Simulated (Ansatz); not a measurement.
## Where Tl_Al puts its levels in the gap of AlN (P6_3mc)

Charge states of Tl_Al in AlN (P6_3mc), set against the band edges. Model: a cell of 72 host atoms with 1 Al taken out and 1 Tl put in.

Main program and level: Ansatz 0.2.0; place-levels on r2SCAN runs: charge-transition levels and formation energies with image-charge correction and potential alignment at the atomic sites; PAW set soft_1.

## Step 1: Set-up

The cell holds 72 atoms: 35 Al, 36 N and 1 Tl. Cell: a = 9.320 Å, b = 9.320 Å, c = 9.956 Å, α = 90.0°, β = 90.0°, γ = 120.0°. It derives from AlN (space group P6_3mc). Nearest the centre at fractional (0.444, 0.556, 0.500): Tl34 at 0.00 Å, N11 at 1.89 Å, N43 at 1.89 Å, N35 at 1.89 Å, N40 at 1.90 Å, Al9 at 3.07 Å, Al13 at 3.07 Å, Al41 at 3.07 Å.

As a file:

```xyz
72
Lattice="9.3196 0.0000 0.0000 -4.6598 8.0710 0.0000 0.0000 0.0000 9.9565" Properties=species:S:1:pos:R:3 pbc="T T T"
Al    1.5533    0.8968    2.4852
Al    0.0000    1.7936    4.9743
N     1.5533    0.8968    4.3848
N     0.0000    1.7936    1.8957
Al    1.5533    0.8968    7.4634
Al    0.0000    1.7936    9.9525
N     1.5533    0.8968    9.3631
N     0.0000    1.7936    6.8739
Al    0.0000    3.5871    2.4852
Al   -1.5533    4.4839    4.9743
N     0.0000    3.5871    4.3848
N    -1.5533    4.4839    1.8957
Al    0.0000    3.5871    7.4634
Al   -1.5533    4.4839    9.9525
N     0.0000    3.5871    9.3631
N    -1.5533    4.4839    6.8739
Al   -1.5533    6.2774    2.4852
Al   -3.1065    7.1742    4.9743
N    -1.5533    6.2774    4.3848
N    -3.1065    7.1742    1.8957
Al   -1.5533    6.2774    7.4634
Al   -3.1065    7.1742    9.9525
N    -1.5533    6.2774    9.3631
N    -3.1065    7.1742    6.8739
Al    4.6598    0.8968    2.4852
Al    3.1065    1.7936    4.9743
N     4.6598    0.8968    4.3848
N     3.1065    1.7936    1.8957
Al    4.6598    0.8968    7.4634
Al    3.1065    1.7936    9.9525
N     4.6598    0.8968    9.3631
N     3.1065    1.7936    6.8739
Al    3.1065    3.5871    2.4852
Tl    1.5533    4.4839    4.9743
N     3.1065    3.5871    4.3848
N     1.5533    4.4839    1.8957
Al    3.1065    3.5871    7.4634
Al    1.5533    4.4839    9.9525
N     3.1065    3.5871    9.3631
N     1.5533    4.4839    6.8739
Al    1.5533    6.2774    2.4852
Al    0.0000    7.1742    4.9743
N     1.5533    6.2774    4.3848
N     0.0000    7.1742    1.8957
Al    1.5533    6.2774    7.4634
Al    0.0000    7.1742    9.9525
N     1.5533    6.2774    9.3631
N     0.0000    7.1742    6.8739
Al    7.7663    0.8968    2.4852
Al    6.2130    1.7936    4.9743
N     7.7663    0.8968    4.3848
N     6.2130    1.7936    1.8957
Al    7.7663    0.8968    7.4634
Al    6.2130    1.7936    9.9525
N     7.7663    0.8968    9.3631
N     6.2130    1.7936    6.8739
Al    6.2130    3.5871    2.4852
Al    4.6598    4.4839    4.9743
N     6.2130    3.5871    4.3848
N     4.6598    4.4839    1.8957
Al    6.2130    3.5871    7.4634
Al    4.6598    4.4839    9.9525
N     6.2130    3.5871    9.3631
N     4.6598    4.4839    6.8739
Al    4.6598    6.2774    2.4852
Al    3.1065    7.1742    4.9743
N     4.6598    6.2774    4.3848
N     3.1065    7.1742    1.8957
Al    4.6598    6.2774    7.4634
Al    3.1065    7.1742    9.9525
N     4.6598    6.2774    9.3631
N     3.1065    7.1742    6.8739
```

Screening for the image-charge correction: ε∞ = (4.49, 4.49, 4.72), ε0 = (8.15, 8.15, 9.65), computed on the host (DFPT, PBEsol, on the r2SCAN cell), and a cell off the functional's own equilibrium shifts the ionic part.

The cell's shortest repeat is 9.3 Å.

## Step 2: Charge states

A transition level is the Fermi level at which two charge states cost the same, so each charge needs its own total energy, at its own relaxed structure.

Random displacements of about 0.05 Å break the site symmetry at the start, so that the relaxation can reach a distorted minimum if there is one. Forces are taken at one point at (¼, ¼, ¼). The cell holds 2 electrons more than the neutral one, with a uniform background that keeps it neutral on the whole.

The sampling was tested on the host first: at the k-points planned (1x1x1 shifted 0.25 0.25 0.25) its energy lies -0.014 eV an atom from the dense-mesh value, under the bound of 0.02 eV set for this test; that bounds the host's error, not the defect's.

One of the inputs; charge, spin and start change from state to state.

Contents of qm2.relax/input.yaml:

```yaml
crystal:
  lattice:
    - [9.31956554, 9.0e-08, 0.0]
    - [-4.65978284, 8.07098046, 0.0]
    - [0.0, 0.0, 9.95647772]
  atoms:
    - { symbol: Al, position: [0.22222222, 0.11111111, 0.24960167] }
    - { symbol: Al, position: [0.11111111, 0.22222222, 0.49960167] }
    - { symbol: "N", position: [0.22222222, 0.11111111, 0.44039833] }
    - { symbol: "N", position: [0.11111111, 0.22222222, 0.19039833] }
    - { symbol: Al, position: [0.22222222, 0.11111111, 0.74960167] }
    - { symbol: Al, position: [0.11111111, 0.22222222, 0.99960167] }
    - { symbol: "N", position: [0.22222222, 0.11111111, 0.94039833] }
    - { symbol: "N", position: [0.11111111, 0.22222222, 0.69039833] }
    - { symbol: Al, position: [0.22222222, 0.44444444, 0.24960167] }
    - { symbol: Al, position: [0.11111111, 0.55555556, 0.49960167] }
    - { symbol: "N", position: [0.22222222, 0.44444444, 0.44039833] }
    - { symbol: "N", position: [0.11111111, 0.55555556, 0.19039833] }
    - { symbol: Al, position: [0.22222222, 0.44444444, 0.74960167] }
    - { symbol: Al, position: [0.11111111, 0.55555556, 0.99960167] }
    - { symbol: "N", position: [0.22222222, 0.44444444, 0.94039833] }
    - { symbol: "N", position: [0.11111111, 0.55555556, 0.69039833] }
    - { symbol: Al, position: [0.22222222, 0.77777778, 0.24960167] }
    - { symbol: Al, position: [0.11111111, 0.88888889, 0.49960167] }
    - { symbol: "N", position: [0.22222222, 0.77777778, 0.44039833] }
    - { symbol: "N", position: [0.11111111, 0.88888889, 0.19039833] }
    - { symbol: Al, position: [0.22222222, 0.77777778, 0.74960167] }
    - { symbol: Al, position: [0.11111111, 0.88888889, 0.99960167] }
    - { symbol: "N", position: [0.22222222, 0.77777778, 0.94039833] }
    - { symbol: "N", position: [0.11111111, 0.88888889, 0.69039833] }
    - { symbol: Al, position: [0.55555556, 0.11111111, 0.24960167] }
    - { symbol: Al, position: [0.44444444, 0.22222222, 0.49960167] }
    - { symbol: "N", position: [0.55555556, 0.11111111, 0.44039833] }
    - { symbol: "N", position: [0.44444444, 0.22222222, 0.19039833] }
    - { symbol: Al, position: [0.55555556, 0.11111111, 0.74960167] }
    - { symbol: Al, position: [0.44444444, 0.22222222, 0.99960167] }
    - { symbol: "N", position: [0.55555556, 0.11111111, 0.94039833] }
    - { symbol: "N", position: [0.44444444, 0.22222222, 0.69039833] }
    - { symbol: Al, position: [0.55555556, 0.44444444, 0.24960167] }
    - { symbol: Tl, position: [0.44444444, 0.55555556, 0.49960167] }
    - { symbol: "N", position: [0.55555556, 0.44444444, 0.44039833] }
    - { symbol: "N", position: [0.44444444, 0.55555556, 0.19039833] }
    - { symbol: Al, position: [0.55555556, 0.44444444, 0.74960167] }
    - { symbol: Al, position: [0.44444444, 0.55555556, 0.99960167] }
    - { symbol: "N", position: [0.55555556, 0.44444444, 0.94039833] }
    - { symbol: "N", position: [0.44444444, 0.55555556, 0.69039833] }
    - { symbol: Al, position: [0.55555556, 0.77777778, 0.24960167] }
    - { symbol: Al, position: [0.44444444, 0.88888889, 0.49960167] }
    - { symbol: "N", position: [0.55555556, 0.77777778, 0.44039833] }
    - { symbol: "N", position: [0.44444444, 0.88888889, 0.19039833] }
    - { symbol: Al, position: [0.55555556, 0.77777778, 0.74960167] }
    - { symbol: Al, position: [0.44444444, 0.88888889, 0.99960167] }
    - { symbol: "N", position: [0.55555556, 0.77777778, 0.94039833] }
    - { symbol: "N", position: [0.44444444, 0.88888889, 0.69039833] }
    - { symbol: Al, position: [0.88888889, 0.11111111, 0.24960167] }
    - { symbol: Al, position: [0.77777778, 0.22222222, 0.49960167] }
    - { symbol: "N", position: [0.88888889, 0.11111111, 0.44039833] }
    - { symbol: "N", position: [0.77777778, 0.22222222, 0.19039833] }
    - { symbol: Al, position: [0.88888889, 0.11111111, 0.74960167] }
    - { symbol: Al, position: [0.77777778, 0.22222222, 0.99960167] }
    - { symbol: "N", position: [0.88888889, 0.11111111, 0.94039833] }
    - { symbol: "N", position: [0.77777778, 0.22222222, 0.69039833] }
    - { symbol: Al, position: [0.88888889, 0.44444444, 0.24960167] }
    - { symbol: Al, position: [0.77777778, 0.55555556, 0.49960167] }
    - { symbol: "N", position: [0.88888889, 0.44444444, 0.44039833] }
    - { symbol: "N", position: [0.77777778, 0.55555556, 0.19039833] }
    - { symbol: Al, position: [0.88888889, 0.44444444, 0.74960167] }
    - { symbol: Al, position: [0.77777778, 0.55555556, 0.99960167] }
    - { symbol: "N", position: [0.88888889, 0.44444444, 0.94039833] }
    - { symbol: "N", position: [0.77777778, 0.55555556, 0.69039833] }
    - { symbol: Al, position: [0.88888889, 0.77777778, 0.24960167] }
    - { symbol: Al, position: [0.77777778, 0.88888889, 0.49960167] }
    - { symbol: "N", position: [0.88888889, 0.77777778, 0.44039833] }
    - { symbol: "N", position: [0.77777778, 0.88888889, 0.19039833] }
    - { symbol: Al, position: [0.88888889, 0.77777778, 0.74960167] }
    - { symbol: Al, position: [0.77777778, 0.88888889, 0.99960167] }
    - { symbol: "N", position: [0.88888889, 0.77777778, 0.94039833] }
    - { symbol: "N", position: [0.77777778, 0.88888889, 0.69039833] }
  host:
    repeats: [3, 3, 2]
    atoms:
      - { symbol: Al, position: [0.66666667, 0.33333333, 0.49920333] }
      - { symbol: Al, position: [0.33333333, 0.66666667, 0.99920333] }
      - { symbol: "N", position: [0.66666667, 0.33333333, 0.88079667] }
      - { symbol: "N", position: [0.33333333, 0.66666667, 0.38079667] }
total_charge: -2
basis:
  ecutwfc: 500
  xc_grid: 2
hamiltonian:
  xc: r2scan
  pseudopotentials: { kind: paw, azcp: { folder: soft_1 } }
kpoints:
  mp_grid: { grid: [1, 1, 1], shift: [0.25, 0.25, 0.25] }
scf:
  occupations: { method: fixed }
  max_iter: 60
output:
  forces: true
  charged_corrections:
    epsilon: [4.49, 4.49, 4.72]
    static_epsilon: [8.15, 8.15, 9.65]
    defect_position: [0.444444, 0.555556, 0.499602]
relax:
  f_tol: 0.02
  max_steps: 80
  random_displacement: { amplitude: 0.05, seed: 4936 }
checkpoint:
  write: "../qm2.relax.run"
  compress: false
  write_wavefunctions: true
  write_every: 100000
```

Started as:

```bash
ansatz run input.yaml --threads 4 --pin off --max-ram 15073MiB --backend cpu --events-out ev --progress --plain --runs-dir out
```

The relaxed structure is kept and the sampling changed to a 2×2×2 shifted mesh.

The run of this state that the levels use, under r2SCAN:

Contents of qm2.point/input.yaml:

```yaml
crystal:
  checkpoint: "../qm2.relax.run"
  host: checkpoint
total_charge: -2
basis:
  ecutwfc: 500
  xc_grid: 2
hamiltonian:
  xc: r2scan
  pseudopotentials: { kind: paw, azcp: { folder: soft_1 } }
kpoints:
  mp_grid: { grid: [2, 2, 2], shift: [0.5, 0.5, 0.5] }
scf:
  occupations: { method: fermi_dirac, width: 0.01 }
  max_iter: 60
output:
  forces: true
  eigenvalues: true
  charged_corrections:
    epsilon: [4.49, 4.49, 4.72]
    static_epsilon: [8.15, 8.15, 9.65]
    defect_position: [0.444444, 0.555556, 0.499602]
  eigenstates: { localisation: true }
  populations: true
checkpoint:
  read: "../qm2.relax.run"
  write: "../qm2.point.run"
  compress: false
  write_wavefunctions: false
  write_every: 100000
```

Relaxations under r2SCAN at one point at (¼, ¼, ¼); times on 4 threads of Arm Neoverse V2, shared host:

| charge | moment (μB) | occupations | outcome | steps | largest displacement against the far atoms (Å) | time |
| --- | --- | --- | --- | --- | --- | --- |
| −2 | 0 | fixed | converged | 11 | 0.89 | 2.3 min |
| −1 | 1 | fixed | converged | 12 | 0.60 | 6.1 min |
| 0 | 0 | fixed | converged | 5 | 0.30 | 74 s |
| 0 | 2 | fixed | converged | 7 | 0.60 | 3.7 min |
| +1 | 1 | fixed | converged | 6 | 0.30 | 3.5 min |
| +1 | 3 | fixed | converged | 7 | 0.54 | 3.9 min |

Single points under r2SCAN at a 2×2×2 shifted mesh; times on 4 threads of Arm Neoverse V2, shared host:

```csv
charge,moment (μB),occupations,outcome,time
−2,0,fermi-dirac,converged,82 s
−1,1,fermi-dirac,converged,3.6 min
0,0,fermi-dirac,converged,80 s
0,2,fermi-dirac,converged,3.4 min
+1,1,fermi-dirac,converged,3.7 min
+1,3,fermi-dirac,converged,4.1 min
```

Distances (Å) from Tl34 to the nearest atoms after relaxation with r2SCAN:

| charge | moment (μB) | 1. | 2. | 3. | 4. | 5. | 6. |
| --- | --- | --- | --- | --- | --- | --- | --- |
| −2 | 0 | N 2.30 | N 2.31 | N 2.31 | N 2.62 | Al 3.03 | Al 3.03 |
| −1 | 1 | N 2.23 | N 2.24 | N 2.24 | N 2.39 | Al 3.08 | Al 3.08 |
| 0 | 0 | N 2.14 | N 2.15 | N 2.15 | N 2.17 | N 3.09 | Al 3.12 |
| 0 | 2 | N 2.21 | N 2.22 | N 2.22 | N 2.48 | N 3.09 | Al 3.12 |
| +1 | 1 | N 2.12 | N 2.13 | N 2.13 | N 2.25 | N 2.99 | Al 3.10 |
| +1 | 3 | N 2.22 | N 2.22 | N 2.35 | N 2.43 | N 3.06 | Al 3.14 |

[end of part 1 of 2]

[Logs are printed without paths, hosts, clocks, repeated set-up lines and the standing remarks that a program may print on its own settings, such as how far it seeks lower states.]

[Hosts, paths, dates, database ids (printed as entryN), source tags and the programs' standing remarks are cut or masked in the printed files.]

[Where a table of states has a column of steps, it counts the stored structures, which are thinned; the runs took as many ionic steps or more.]

[A defect's name tells the site on which it was built; relaxed atoms can leave that site.]

[For some hosts the program warned that the k-mesh of the response run may be too coarse for force constants and the static dielectric constant; such warnings are not shown here.]
